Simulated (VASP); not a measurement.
# SnTe (F-43m) in VASP: a series of runs, part 2 of 2

VASP 6.6.1. The steps go on from the part before.

## (3) Single point, PBEsol, spin-orbit coupling, no magnetisation

INCAR reads:

```
SYSTEM = SnTe
ALGO = Normal
EDIFF = 1E-7
ENCUT = 600
GGA = PS
GGA_COMPAT = .False.
ISIF = 2
ISMEAR = 0
LASPH = .True.
LCHARG = .False.
LNONCOLLINEAR = .True.
LORBIT = 11
LREAL = .False.
LSORBIT = .True.
LWAVE = .False.
MAGMOM = 0 0 0 0 0 0
NBANDS = 36
NELM = 100
PREC = Accurate
SIGMA = 0.02
```

KPOINTS reads:

```
k-points
0
Gamma
  6 6 6
  0 0 0
```

POSCAR reads:

```
SnTe
1.0
    0.0000000000      3.6111460000      3.6111460000
    3.6111460000      0.0000000000      3.6111460000
    3.6111460000      3.6111460000      0.0000000000
Te Sn
1 1
Direct
    0.2500000000      0.2500000000      0.2500000000
    0.0000000000      0.0000000000      0.0000000000
```

Potentials or basis: VASP PAW PBE potentials, release 64 (Te, Sn_d).

On the command line:

```
cat potpaw_PBE.64/Te/POTCAR potpaw_PBE.64/Sn_d/POTCAR > POTCAR
mpirun -np 1 vasp_ncl > vasp.out
```

OUTCAR:

```text
SYSTEM = SnTe
   EDIFF = 1E-7
   ENCUT = 600
   GGA = PS
   ISIF = 2
   ISMEAR = 0
   LASPH = .True.
   LNONCOLLINEAR = .True.
   LORBIT = 11
   LREAL = .False.
   LSORBIT = .True.
   NELM = 100
   PREC = Accurate

 Found     22 irreducible k-points:

 Following reciprocal coordinates:
            Coordinates               Weight
  0.000000  0.000000  0.000000      1.000000
  0.166667  0.000000  0.000000      4.000000
 -0.166667  0.000000  0.000000      4.000000
  0.333333  0.000000  0.000000      4.000000
 -0.333333  0.000000  0.000000      4.000000
  0.500000  0.000000  0.000000      4.000000
   k-points           NKPTS =     22   k-points in BZ     NKDIM =     22   number of bands    NBANDS=     36
   number of dos      NEDOS =    301   number of ions     NIONS =      2
   total plane-waves  NPLWV =  74088
   dimension x,y,z NGX =    42 NGY =   42 NGZ =   42
   dimension x,y,z NGXF=    84 NGYF=   84 NGZF=   84
   ions per type =               1   1
   NGX,Y,Z   is equivalent  to a cutoff of  13.67, 13.67, 13.67 a.u.
   NGXF,Y,Z  is equivalent  to a cutoff of  27.34, 27.34, 27.34 a.u.
 SYSTEM =  SnTe
   PREC   = accura    normal or accurate (medium, high low for compatibility)
   ISTART =      0    job   : 0-new  1-cont  2-samecut
   ICHARG =      2    charge: 1-file 2-atom 10-const
   ISPIN  =      1    spin polarized calculation?
   LNONCOLLINEAR =      T non collinear calculations
   LSORBIT =      T    spin-orbit coupling
[... 329 lines left out ...]
     0.0000000     0.0000000     0.0000000     0.0000000     0.0000000     0.0000000     0.0000000
     0.0000000     0.0000000     0.0000000     0.0000000     0.0000000     0.0000000     0.0000000
     0.0000000     0.0000000     0.0000000     0.0000000     0.0000000     0.0000000     0.0000000

 Ion:    2  E_soc:     -0.1056097
 l=   1
     0.0000000    -0.0114434    -0.0114434
    -0.0114434     0.0000000    -0.0114434
    -0.0114434    -0.0114434     0.0000000
 l=   2
     0.0000000    -0.0012480     0.0000000    -0.0012480    -0.0049103
    -0.0012480     0.0000000    -0.0036827    -0.0012480    -0.0012276
     0.0000000    -0.0036827     0.0000000    -0.0036827     0.0000000
    -0.0012480    -0.0012480    -0.0036827     0.0000000    -0.0012276
    -0.0049103    -0.0012276     0.0000000    -0.0012276     0.0000000
 l=   3
     0.0000000     0.0000000     0.0000000     0.0000000     0.0000000     0.0000000     0.0000000
     0.0000000     0.0000000     0.0000000     0.0000000     0.0000000     0.0000000     0.0000000
     0.0000000     0.0000000     0.0000000     0.0000000     0.0000000     0.0000000     0.0000000
     0.0000000     0.0000000     0.0000000     0.0000000     0.0000000     0.0000000     0.0000000
     0.0000000     0.0000000     0.0000000     0.0000000     0.0000000     0.0000000     0.0000000
     0.0000000     0.0000000     0.0000000     0.0000000     0.0000000     0.0000000     0.0000000
     0.0000000     0.0000000     0.0000000     0.0000000     0.0000000     0.0000000     0.0000000

 total charge

# of ion       s       p       d       tot
------------------------------------------
    1        1.394   1.942   0.016   3.351
    2        1.390   0.703   9.959  12.052
--------------------------------------------------
tot          2.784   2.645   9.975  15.404

 magnetization (x)

# of ion       s       p       d       tot
------------------------------------------
    1        0.000   0.000  -0.000   0.000
    2       -0.000  -0.000   0.000  -0.000
--------------------------------------------------
tot         -0.000  -0.000  -0.000  -0.000

 magnetization (y)

# of ion       s       p       d       tot
------------------------------------------
    1        0.000   0.000  -0.000   0.000
    2        0.000   0.000   0.000   0.000
--------------------------------------------------
tot          0.000   0.000  -0.000   0.000

 magnetization (z)

# of ion       s       p       d       tot
------------------------------------------
    1        0.000   0.000  -0.000   0.000
    2        0.000   0.000   0.000   0.000
--------------------------------------------------
tot          0.000   0.000  -0.000   0.000
```

Wall time 5.3 min (1 thread of Intel Xeon Platinum 8375C at 2.90GHz (Ice Lake), shared host); peak memory 0.61 GiB.

The run converged, but some of its settings lie outside the range that counts as converged, so its numbers aren't taken as properties of the crystal.

Results:

* Free energy: -7.7656 eV
* Pressure: -1.3 GPa
* Valence electrons inside the program's atomic spheres: Te 3.35; Sn 12.05

Caveat: the PAW data sets were made with another functional, which shifts forces and pressure a little.

## (4) Single point, PBE

INCAR reads:

```
SYSTEM = SnTe
PREC     = Accurate       ! precision mode
ENCUT    = 500            ! plane-wave cutoff, eV
EDIFF    = 1E-7           ! SCF threshold, eV
ISMEAR   = 0              ! smearing method
SIGMA    = 0.02           ! smearing width, eV
LREAL    = .False.        ! projectors in reciprocal space
LASPH    = .True.         ! aspherical terms in the spheres
NELM     = 100            ! most SCF steps
ALGO     = Normal         ! electronic algorithm
ISIF     = 2              ! what is computed and relaxed
LWAVE    = .False.        ! write WAVECAR
LCHARG   = .False.        ! write CHGCAR
GGA      = PE             ! functional
NBANDS   = 17             ! bands
```

KPOINTS reads:

```
regular mesh
0
Gamma
  3 3 3
  0 0 0
```

POSCAR is that of step 3.

Potentials or basis: VASP PAW PBE potentials, release 64 (Te_GW, Sn_d_GW).

On the command line:

```
cat potpaw_PBE.64/Te_GW/POTCAR potpaw_PBE.64/Sn_d_GW/POTCAR > POTCAR
mpirun -np 1 vasp_std > vasp.out
```

Wall time 10 s (1 thread of AMD EPYC 9R45 (Zen 5), shared host); peak memory 0.2 GiB.

The run converged. Its results:

| Quantity | Value |
| --- | --- |
| Free energy | -7.1827 eV |
| Pressure | -0.9 GPa |
| Band gap on the k mesh | 0.82 eV, indirect (least direct gap 0.98 eV) |

Levels at points of the mesh, in eV from the valence-band top:
| k point | band 7 | band 8 | band 9 | band 10 | band 11 | band 12 | band 13 | band 14 |
| --- | --- | --- | --- | --- | --- | --- | --- | --- |
| (0.00, 0.00, 0.00) | -4.61 | -1.37 | -1.37 | -1.37 | 1.60 | 1.60 | 1.60 | 4.70 |

Caveat: the k mesh is coarse (spacing up to 0.50 Å⁻¹), so the values aren't converged; spin-orbit coupling is left out, which moves the levels of the heavy elements; an odd mesh through Γ misses points on the zone boundary, where band edges often lie.

## (5) Single point, PBEsol, spin-orbit coupling, no magnetisation

INCAR reads:

```
  ALGO = Normal
  EDIFF = 1E-7
  ENCUT = 500
  GGA = PS
  GGA_COMPAT = False
  ISIF = 2
  ISMEAR = 0
  LASPH = True
  LCHARG = False
  LNONCOLLINEAR = True
  LORBIT = 11
  LREAL = False
  LSORBIT = True
  LWAVE = False
  MAGMOM = 0 0 0 0 0 0
  NBANDS = 36
  NELM = 100
  PREC = Accurate
  SIGMA = 0.02
```

KPOINTS reads:

```
k-points
0
Gamma
  8 8 8
```

POSCAR is that of step 4.

Potentials or basis: VASP PAW PBE potentials, release 64 (Te, Sn_d).

On the command line:

```
cat potpaw_PBE.64/Te/POTCAR potpaw_PBE.64/Sn_d/POTCAR > POTCAR
mpirun -np 1 vasp_ncl > vasp.out
```

It took 4 min on 1 thread of Intel Xeon 6975P-C (Granite Rapids), shared host; peak memory 0.59 GiB.

The run converged, but some of its settings lie outside the range that counts as converged, so its numbers aren't taken as properties of the crystal.

Results:

```
Free energy                                           : -7.7681 eV
Pressure                                              : -1.4 GPa
Valence electrons inside the program's atomic spheres : Te 3.35; Sn 12.05
```

Caveat: the PAW data sets were made with another functional, which shifts forces and pressure a little.

## (6) The reference run

An earlier run on the cell as given: functional PBEsol; potentials or basis VASP PAW PBE potentials, release 64 (Te, Sn_d); cutoff 520 eV; k mesh 7 × 7 × 7; occupations fermi-dirac, width 0.05 eV; no spin polarisation.

- Pressure: -1.4 GPa
- Band gap on the k mesh: 0.28 eV, indirect (least direct gap 0.79 eV)
